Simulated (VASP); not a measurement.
# ZnGe2N2 (P-3m1) in VASP: further runs

One crystal, ZnGe2N2, is run at these levels: PBE; tasks: equation of state.

Everything below comes from runs of VASP 6.6.1. Logs are shortened: lines on timing, memory, paths and dates and some standing lists are left out, and cuts for length are marked.

### Step 1. The structure

It takes space group P-3m1 (No. 164, trigonal). The conventional cell has a = 3.115 Å, b = 3.115 Å, c = 8.074 Å, α = 90.00°, β = 90.00°, γ = 120.00°. Around Zn (site symmetry -3m) lie 2 N at 2.00 Å. Around Ge (site symmetry 3m) lie 3 N at 2.00 Å. Around N (site symmetry 3m) lie 3 Ge at 2.00 Å and 1 Zn at 2.00 Å.

The cell was built by a generator and needn't be a form met in nature.

### Step 2. Equation of state, PBE, 13.57 Å³/atom

INCAR

```
PREC = Accurate ; ENCUT = 520
EDIFF = 1E-6 ; ISMEAR = 0
SIGMA = 0.1 ; LREAL = F
LASPH = T ; NELM = 100
ALGO = Normal ; ISIF = 4
LWAVE = F ; LCHARG = F
GGA = PE ; IBRION = 2
NSW = 30 ; EDIFFG = -0.02
KPAR = 2
```

KPOINTS

```
regular mesh
0
Gamma
  12 12 4
```

POSCAR

```
ZnGe2N2
1.0
    3.1153860000      0.0000000000      0.0000000000
   -1.5576930000      2.6980030000      0.0000000000
    0.0000000000      0.0000000000      8.0743500000
Zn Ge N
1 2 2
Direct
    0.0000000000      0.0000000000      0.0000000000
    0.3333330000      0.6666670000      0.3571730000
    0.6666670000      0.3333330000      0.6428270000
    0.0000000000      0.0000000000      0.7517460000
    0.0000000000      0.0000000000      0.2482540000
```

Potentials or basis: VASP PAW PBE potentials, release 64 (Zn, Ge_d, N).

The run is started by

```console
$ cat potpaw_PBE.64/Zn/POTCAR potpaw_PBE.64/Ge_d/POTCAR potpaw_PBE.64/N/POTCAR > POTCAR
$ mpirun -np 2 vasp_std > vasp.out
```

OUTCAR:

```text
PREC = Accurate
   ENCUT = 520
   EDIFF = 1E-6
   ISMEAR = 0
   LREAL = F
   LASPH = T
   NELM = 100
   ISIF = 4
   GGA = PE
   IBRION = 2
   NSW = 30
   EDIFFG = -0.02

 ion  position               nearest neighbor table
   1  0.000  0.000  0.000-   4 2.00   5 2.00
   2  0.333  0.667  0.357-   5 2.00   5 2.00   5 2.00
   3  0.667  0.333  0.643-   4 2.00   4 2.00   4 2.00
   4  0.000  0.000  0.752-   3 2.00   3 2.00   3 2.00   1 2.00
   5  0.000  0.000  0.248-   2 2.00   2 2.00   2 2.00   1 2.00

  LATTYP: Found a hexagonal cell.
 ALAT       =     3.1153860000
 C/A-ratio  =     2.5917655148

  Lattice vectors:

 A1 = (   3.1153860000,   0.0000000000,   0.0000000000)
 A2 = (  -1.5576930000,   2.6980030000,   0.0000000000)
 A3 = (   0.0000000000,   0.0000000000,   8.0743500000)

Analysis of symmetry for initial positions (statically):
=====================================================================
 Subroutine PRICEL returns:
 Original cell was already a primitive cell.

 Routine SETGRP: Setting up the symmetry group for a
 hexagonal supercell.

 Subroutine GETGRP returns: Found 12 space group operations
 (whereof 12 operations were pure point group operations)
 out of a pool of 24 trial point group operations.

The static configuration has the point symmetry D_3d.

Analysis of symmetry for dynamics (positions and initial velocities):
=====================================================================
 Subroutine PRICEL returns:
 Original cell was already a primitive cell.

 Routine SETGRP: Setting up the symmetry group for a
 hexagonal supercell.

 Subroutine GETGRP returns: Found 12 space group operations
 (whereof 12 operations were pure point group operations)
 out of a pool of 24 trial point group operations.

The dynamic configuration has the point symmetry D_3d.

 Subroutine INISYM returns: Found 12 space group operations
 (whereof 12 operations are pure point group operations),
 and found     1 'primitive' translations

----------------------------------------------------------------------------------------

                                     Primitive cell

  volume of cell :      67.8675

  direct lattice vectors                    reciprocal lattice vectors
     3.115386000  0.000000000  0.000000000     0.320987512  0.185322255  0.000000000
    -1.557693000  2.698003000  0.000000000     0.000000000  0.370644510  0.000000000
     0.000000000  0.000000000  8.074350000     0.000000000  0.000000000  0.123848979

  length of vectors
     3.115386000  3.115385637  8.074350000     0.370644467  0.370644510  0.123848979

  position of ions in fractional coordinates (direct lattice)
     0.000000000  0.000000000  0.000000000
     0.333333000  0.666667000  0.357173000
     0.666667000  0.333333000  0.642827000
     0.000000000  0.000000000  0.751746000
     0.000000000  0.000000000  0.248254000

  ion indices of the primitive-cell ions
   primitive index   ion index
                 1           1
                 2           2
                 3           3
                 4           4
                 5           5

----------------------------------------------------------------------------------------

 KPOINTS: regular mesh

Automatic generation of k-mesh.
 Grid dimensions read from file:
 generate k-points for:   12   12    4

 Generating k-lattice:

  Cartesian coordinates                     Fractional coordinates (reciprocal lattice)
     0.026748959  0.015443521  0.000000000     0.083333333  0.000000000  0.000000000
     0.000000000  0.030887043  0.000000000     0.000000000  0.083333333  0.000000000
     0.000000000  0.000000000  0.030962245     0.000000000  0.000000000  0.250000000

  Length of vectors
     0.030887039  0.030887043  0.030962245

  Shift w.r.t. Gamma in fractional coordinates (k-lattice)
     0.000000000  0.000000000  0.000000000

 Subroutine IBZKPT returns following result:
 ===========================================

 Found     69 irreducible k-points:

 Following reciprocal coordinates:
            Coordinates               Weight
  0.000000  0.000000  0.000000      1.000000
  0.083333 -0.000000  0.000000      6.000000
  0.166667 -0.000000  0.000000      6.000000
  0.250000  0.000000  0.000000      6.000000
  0.333333 -0.000000  0.000000      6.000000
  0.416667  0.000000  0.000000      6.000000
[... 16 lines left out ...]
  0.166667 -0.000000  0.250000      6.000000
  0.000000  0.166667  0.250000      6.000000
 [... further k-points ...]
   k-points           NKPTS =     69   k-points in BZ     NKDIM =     69   number of bands    NBANDS=     30
   number of dos      NEDOS =    301   number of ions     NIONS =      5
   total plane-waves  NPLWV =  34560
   dimension x,y,z NGX =    24 NGY =   24 NGZ =   60
   dimension x,y,z NGXF=    48 NGYF=   48 NGZF=  120
   ions per type =               1   2   2
   NGX,Y,Z   is equivalent  to a cutoff of  12.81, 12.81, 12.35 a.u.
   NGXF,Y,Z  is equivalent  to a cutoff of  25.61, 25.61, 24.71 a.u.
 SYSTEM =  unknown system
   PREC   = accura    normal or accurate (medium, high low for compatibility)
   ISTART =      0    job   : 0-new  1-cont  2-samecut
   ICHARG =      2    charge: 1-file 2-atom 10-const
   ISPIN  =      1    spin polarized calculation?
   LNONCOLLINEAR =      F non collinear calculations
   LSORBIT =      F    spin-orbit coupling
   LASPH  =      T    aspherical Exc in radial PAW
   ENCUT  =  520.0 eV  38.22 Ry    6.18 a.u.   5.79  5.79 15.01*2*pi/ulx,y,z
   NELM   =    100;   NELMIN=  2; NELMDL= -5     # of ELM steps
   EDIFF  = 0.1E-05   stopping-criterion for ELM
   LREAL  =      F    real-space projection
   EDIFFG = -.2E-01   stopping-criterion for IOM
   NSW    =     30    number of steps for IOM
   IBRION =      2    ionic relax: 0-MD 1-quasi-New 2-CG
   NFREE  =      1    steps in history (QN), initial steepest desc. (CG)
   ISIF   =      4    stress and relaxation
   ISYM   =      2    0-nonsym 1-usesym 2-fastsym
   POTIM  = 0.5000    time-step for ionic-motion
   TEBEG  =    0.0;   TEEND  =   0.0 temperature during run
   PSTRESS=    0.0 pullay stress
   NELECT =      50.0000    total number of electrons
   NUPDOWN=      -1.0000    fix difference up-down
   EMIN   =  10.00;   EMAX   =-10.00  energy-range for DOS
   EFERMI =   0.00;   METHOD = LEGACY
   ISMEAR =     0;   SIGMA  =   0.10  broadening in eV -4-tet -1-fermi 0-gaus
   EFERMI_NEDOS =   21; number of points for ismear=-14 and -15
   IALGO  =     38    algorithm
   IMIX   =      4    mixing-type and parameters
     AMIX     =   0.40;   BMIX     =  1.00
     AMIX_MAG =   1.60;   BMIX_MAG =  1.00
  volume/ion in A,a.u.               =      13.57        91.60
  Fermi-wavevector in a.u.,A,eV,Ry     =   1.478578  2.794107 29.744956  2.186193
  Thomas-Fermi vector in A             =   2.592842
   LORBIT       =      0    0 simple, 1 ext, 2 COOP (PROOUT), +10 PAW based schemes
   GGA     = PE    functional components
   LHFCALC =     F    Hartree Fock is set to
   AEXX    =    0.0000 exact exchange contribution
   IVDW    =     0    specifies the selected vdW correction
   LEPSILON=     F    determine dielectric tensor
   LRPA    =     F    only Hartree local field effects (RPA)
 conjugate gradient relaxation of ions
 non-spin polarized calculation
 Gauss-broadening in eV      SIGMA  =   0.10
  energy-cutoff  :      520.00
  volume of cell :       67.87
 maximum number of plane-waves:      1842
   NGX = 11   NGY = 11   NGZ = 31

 number of electron      49.9999973 magnetization

 Free energy of the ion-electron system (eV)
  ---------------------------------------------------
  ext. energy  EPLUGINS =         0.00000000
  ---------------------------------------------------
  free energy    TOTEN  =       -25.76249868 eV

  energy without entropy =      -25.75450699  energy(sigma->0) =      -25.75850284

 E-fermi :   6.0030     XC(G=0): -11.2732

 val. band max:        5.9980220357   @ k =   0.0000   0.2500   0.2500
 cond. band min:       6.0168397594   @ k =   0.1667   0.1667   0.2500
 fundamental gap:      0.0188177237
 Fermi energy:         6.0030337289

 k-point     1 :       0.0000    0.0000    0.0000
  band No.  band energies     occupation
      1     -19.2567      2.00000
      2     -19.2567      2.00000
      3     -19.2442      2.00000
      4     -19.2442      2.00000
      5     -19.2102      2.00000
      6     -19.1927      2.00000
[... 22 lines left out ...]
     29      11.6538      0.00000
     30      11.6538      0.00000

 k-point     2 :       0.0833   -0.0000    0.0000
  band No.  band energies     occupation
      1     -19.2607      2.00000
      2     -19.2527      2.00000
      3     -19.2488      2.00000
      4     -19.2388      2.00000
      5     -19.2057      2.00000
      6     -19.1893      2.00000
[... 22 lines left out ...]
     29      11.6542      0.00000
     30      11.8119      0.00000

 k-point     3 :       0.1667   -0.0000    0.0000
  band No.  band energies     occupation
      1     -19.2725      2.00000
      2     -19.2600      2.00000
      3     -19.2421      2.00000
      4     -19.2240      2.00000
      5     -19.1932      2.00000
      6     -19.1839      2.00000
[... 22 lines left out ...]
     29      11.5144      0.00000
     30      11.5999      0.00000

 k-point     4 :       0.2500    0.0000    0.0000
  band No.  band energies     occupation
      1     -19.2897      2.00000
      2     -19.2741      2.00000
      3     -19.2291      2.00000
      4     -19.2041      2.00000
      5     -19.1913      2.00000
      6     -19.1829      2.00000
[... 616 lines left out ...]
     29      11.6662      0.00000
     30      11.8581      0.00000

 k-point    23 :       0.1667   -0.0000    0.2500
  band No.  band energies     occupation
      1     -19.2724      2.00000
      2     -19.2601      2.00000
      3     -19.2421      2.00000
      4     -19.2240      2.00000
      5     -19.1932      2.00000
      6     -19.1839      2.00000
[... 22 lines left out ...]
     29      11.5940      0.00000
     30      11.5949      0.00000

 k-point    24 :       0.0000    0.1667    0.2500
  band No.  band energies     occupation
      1     -19.2725      2.00000
      2     -19.2600      2.00000
      3     -19.2421      2.00000
      4     -19.2240      2.00000
      5     -19.1932      2.00000
      6     -19.1839      2.00000
[... 22 lines left out ...]
     29      11.3820      0.00000
     30      11.6415      0.00000

 [... further k-points ...]
[... 5 lines left out ...]
  --------------------------------------------------------------------------------------
  -------------------------------------------------------------------------------------
  Total       -0.0078690     -0.0078690     -0.0193665      0.0000000      0.0000000      0.0000000
  in kB       -0.1857658     -0.1857658     -0.4571937      0.0000000      0.0000000      0.0000000
  external PRESSURE =      -0.2762418 kB  Pullay stress =       0.0000000 kB

 VOLUME and BASIS-vectors are now :
 -----------------------------------------------------------------------------
  energy-cutoff  :      520.00
  volume of cell :       67.87
      direct lattice vectors                 reciprocal lattice vectors
     3.115386000  0.000000000  0.000000000     0.320987512  0.185322255  0.000000000
    -1.557693000  2.698003000  0.000000000     0.000000000  0.370644510  0.000000000
     0.000000000  0.000000000  8.074350000     0.000000000  0.000000000  0.123848979

 POSITION                                       TOTAL-FORCE (eV/Angst)
 -----------------------------------------------------------------------------------
      0.00000      0.00000      0.00000        -0.000000      0.000000     -0.000000
     -0.00000      1.79867      2.88394        -0.000000     -0.000000     -0.000316
      1.55769      0.89933      5.19041         0.000000      0.000000      0.000316
      0.00000      0.00000      6.06986         0.000000     -0.000000      0.001907
      0.00000      0.00000      2.00449        -0.000000      0.000000     -0.001907
 -----------------------------------------------------------------------------------
    total drift:                                0.000000      0.000000      0.000000

  FREE ENERGIE OF THE ION-ELECTRON SYSTEM (eV)
  ---------------------------------------------------
  free  energy   TOTEN  =       -25.7624986800 eV

  energy  without entropy=      -25.7545069931  energy(sigma->0) =      -25.75850284

 reached required accuracy - stopping structural energy minimisation
```

Wall time 40 s (2 MPI ranks of Intel Xeon Platinum 8559C (Emerald Rapids), shared host); peak memory 0.26 GiB.

Results:

| Property | Result |
| --- | --- |
| Free energy | -25.7625 eV |
| Pressure | 0.0 GPa |
| Band gap on the k mesh | none (metal or under the smearing width) |

### Step 3. Equation of state, PBE, 13.17 Å³/atom (volume scaled by 0.97)

INCAR is that of step 2.

KPOINTS is that of step 2.

POSCAR: that of step 2 with these lines changed.

```diff
@@ -2,5 +2,5 @@
 1.0
-    3.1153860000      0.0000000000      0.0000000000
-   -1.5576930000      2.6980030000      0.0000000000
-    0.0000000000      0.0000000000      8.0743500000
+    3.0839153029      0.0000000000      0.0000000000
+   -1.5419576515      2.6707485811      0.0000000000
+    0.0000000000      0.0000000000      7.9927853325
 Zn Ge N
```

Potentials or basis: VASP PAW PBE potentials, release 64 (Zn, Ge_d, N).

The run is started by

```console
$ cat potpaw_PBE.64/Zn/POTCAR potpaw_PBE.64/Ge_d/POTCAR potpaw_PBE.64/N/POTCAR > POTCAR
$ mpirun -np 2 vasp_std > vasp.out
```

Run time: 1.7 min. Hardware: 2 MPI ranks of Intel Xeon Platinum 8559C (Emerald Rapids), shared host; peak memory 0.26 GiB.

The run converged. Its results:

```
Free energy            : -25.7425 eV
Pressure               : 3.1 GPa
Largest force          : 0.004 eV/Å
Band gap on the k mesh : none (metal or under the smearing width)
```

### Step 4. Equation of state, PBE, 13.98 Å³/atom (volume scaled by 1.03)

INCAR is that of step 3.

KPOINTS is that of step 3.

POSCAR: that of step 3 with these lines changed.

```diff
@@ -2,5 +2,5 @@
 1.0
-    3.0839153029      0.0000000000      0.0000000000
-   -1.5419576515      2.6707485811      0.0000000000
-    0.0000000000      0.0000000000      7.9927853325
+    3.1462334121      0.0000000000      0.0000000000
+   -1.5731167060      2.7247176384      0.0000000000
+    0.0000000000      0.0000000000      8.1542992589
 Zn Ge N
```

The run is started by

```console
$ cat potpaw_PBE.64/Zn/POTCAR potpaw_PBE.64/Ge_d/POTCAR potpaw_PBE.64/N/POTCAR > POTCAR
$ mpirun -np 2 vasp_std > vasp.out
```

Wall time 1.8 min (2 MPI ranks of Intel Xeon Platinum 8559C (Emerald Rapids), shared host); peak memory 0.28 GiB.

Results (log left out):

```
Free energy            : -25.7475 eV
Pressure               : -2.4 GPa
Largest force          : 0.008 eV/Å
Band gap on the k mesh : none (metal or under the smearing width)
```

### Step 5. Equation of state, PBE, 12.76 Å³/atom (volume scaled by 0.94)

INCAR is that of step 4.

KPOINTS is that of step 4.

POSCAR: that of step 4 with these lines changed.

```diff
@@ -2,5 +2,5 @@
 1.0
-    3.1462334121      0.0000000000      0.0000000000
-   -1.5731167060      2.7247176384      0.0000000000
-    0.0000000000      0.0000000000      8.1542992589
+    3.0517888489      0.0000000000      0.0000000000
+   -1.5258944244      2.6429262601      0.0000000000
+    0.0000000000      0.0000000000      7.9095210969
 Zn Ge N
```

The run is started by

```console
$ cat potpaw_PBE.64/Zn/POTCAR potpaw_PBE.64/Ge_d/POTCAR potpaw_PBE.64/N/POTCAR > POTCAR
$ mpirun -np 2 vasp_std > vasp.out
```

It took 100 s on 2 MPI ranks of Intel Xeon Platinum 8559C (Emerald Rapids), shared host; peak memory 0.26 GiB.

The run converged. Its results:

* Free energy: -25.6787 eV
* Pressure: 6.9 GPa
* Largest force: 0.005 eV/Å
* Band gap on the k mesh: none (metal or under the smearing width)

### Step 6. Equation of state, PBE, 14.39 Å³/atom (volume scaled by 1.06)

INCAR is that of step 5.

KPOINTS is that of step 5.

POSCAR: that of step 5 with these lines changed.

```diff
@@ -2,5 +2,5 @@
 1.0
-    3.0517888489      0.0000000000      0.0000000000
-   -1.5258944244      2.6429262601      0.0000000000
-    0.0000000000      0.0000000000      7.9095210969
+    3.1764875124      0.0000000000      0.0000000000
+   -1.5882437562      2.7509184537      0.0000000000
+    0.0000000000      0.0000000000      8.2327107927
 Zn Ge N
```

Potentials or basis: VASP PAW PBE potentials, release 64 (Zn, Ge_d, N).

The run is started by

```console
$ cat potpaw_PBE.64/Zn/POTCAR potpaw_PBE.64/Ge_d/POTCAR potpaw_PBE.64/N/POTCAR > POTCAR
$ mpirun -np 2 vasp_std > vasp.out
```

Wall time 3.3 min (2 MPI ranks of Intel Xeon Platinum 8559C (Emerald Rapids), shared host); peak memory 0.27 GiB.

It converged, with:

* Free energy: -25.7090 eV
* Pressure: -3.8 GPa
* Largest force: 0.016 eV/Å
* Band gap on the k mesh: none (metal or under the smearing width)

### Step 7. Equation of state, PBE, 12.35 Å³/atom (volume scaled by 0.91)

INCAR is that of step 6.

KPOINTS is that of step 6.

POSCAR: that of step 6 with these lines changed.

```diff
@@ -2,5 +2,5 @@
 1.0
-    3.1764875124      0.0000000000      0.0000000000
-   -1.5882437562      2.7509184537      0.0000000000
-    0.0000000000      0.0000000000      8.2327107927
+    3.0189713716      0.0000000000      0.0000000000
+   -1.5094856858      2.6145054955      0.0000000000
+    0.0000000000      0.0000000000      7.8244658910
 Zn Ge N
```

The run is started by

```console
$ cat potpaw_PBE.64/Zn/POTCAR potpaw_PBE.64/Ge_d/POTCAR potpaw_PBE.64/N/POTCAR > POTCAR
$ mpirun -np 2 vasp_std > vasp.out
```

Run time: 1.9 min. Hardware: 2 MPI ranks of Intel Xeon Platinum 8559C (Emerald Rapids), shared host; peak memory 0.26 GiB.

It converged, with:

```yaml
Free_energy: -25.5618 eV
Pressure: 11.4 GPa
Largest_force: 0.009 eV/Å
Band_gap_on_the_k_mesh: none (metal or under the smearing width)
```

### Step 8. Equation of state, PBE, 14.80 Å³/atom (volume scaled by 1.09)

INCAR is that of step 7.

KPOINTS is that of step 7.

POSCAR: that of step 7 with these lines changed.

```diff
@@ -2,5 +2,5 @@
 1.0
-    3.0189713716      0.0000000000      0.0000000000
-   -1.5094856858      2.6145054955      0.0000000000
-    0.0000000000      0.0000000000      7.8244658910
+    3.2061760324      0.0000000000      0.0000000000
+   -1.6030880162      2.7766294622      0.0000000000
+    0.0000000000      0.0000000000      8.3096564750
 Zn Ge N
```

The run is started by

```console
$ cat potpaw_PBE.64/Zn/POTCAR potpaw_PBE.64/Ge_d/POTCAR potpaw_PBE.64/N/POTCAR > POTCAR
$ mpirun -np 2 vasp_std > vasp.out
```

It took 4 min on 2 MPI ranks of Intel Xeon Platinum 8559C (Emerald Rapids), shared host; peak memory 0.28 GiB.

The run converged. Its results:

- Free energy: -25.6562 eV
- Pressure: -4.6 GPa
- Largest force: 0.015 eV/Å
- Band gap on the k mesh: none (metal or under the smearing width)
